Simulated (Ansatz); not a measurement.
Level of theory: Ansatz, DFT PBE, scalar-relativistic, plane waves, PAW. All cells share a 420 eV cutoff and Γ-centred k meshes spaced at most about 0.3 Å⁻¹ (about 0.25 or finer for metals, 2π included). No spin polarisation.

All energies are static (0 K, no zero-point motion).

Compare these two cells of BaH, each relaxed at this level.

1.

```yaml
crystal:
  lattice:
    - [4.19798, 0.00000, 0.00000]
    - [-2.09899, 3.63556, 0.00000]
    - [0.00000, 0.00000, 13.21194]
  atoms:
    - { symbol: Ba, position: [0.00000, 0.00000, 0.00000] }
    - { symbol: Ba, position: [0.00000, 0.00000, 0.50000] }
    - { symbol: Ba, position: [0.33333, 0.66667, 0.75000] }
    - { symbol: Ba, position: [0.66667, 0.33333, 0.25000] }
    - { symbol: H, position: [0.33333, 0.66667, 0.11765] }
    - { symbol: H, position: [0.66667, 0.33333, 0.61765] }
    - { symbol: H, position: [0.33333, 0.66667, 0.38234] }
    - { symbol: H, position: [0.66667, 0.33333, 0.88235] }
```

2.

```yaml
crystal:
  lattice:
    - [1.84726, -7.01902, 0.00000]
    - [1.84726, 7.01902, 0.00000]
    - [0.00000, 0.00000, 4.03560]
  atoms:
    - { symbol: Ba, position: [0.38803, 0.61197, 0.75000] }
    - { symbol: Ba, position: [0.61197, 0.38803, 0.25000] }
    - { symbol: H, position: [0.06013, 0.93987, 0.75000] }
    - { symbol: H, position: [0.93987, 0.06013, 0.25000] }
```

**Question.** Which is lower in energy, and by how much?

**Answer.** Cell 1 is lower, by 56 meV/atom. Cell 1 has space group P6_3/mmc (No. 194), 25.2 Å³/atom and no gap on its mesh; cell 2 has space group Cmcm (No. 63), 26.2 Å³/atom and no gap. The denser one is the lower, and pressure would at first widen the difference. In cell 1, around Ba on a site of symmetry -3m lie 6 H at 2.88 Å; Ba on a site of symmetry -6m2 has 6 H at 2.99 Å; H has 6 Ba at 2.88–2.99 Å. In cell 2, Ba is surrounded by 4 H at 2.83 Å and 2 H at 3.04 Å; H has 2 H at 2.63 Å, 4 Ba at 2.83 Å and 2 Ba at 3.04 Å. Both come from invented guesses. The lowest form computed isn't among them: it has space group P6_3/mmc (No. 194), 28.3 Å³/atom and lies 28 meV/atom below the best shown.

With hydrogen, zero-point motion can shift such differences by 10 meV/atom or more. Cells relaxed within their symmetry can be saddle points. Some types were kept out of the candidates beforehand, so the set may lack a known form.
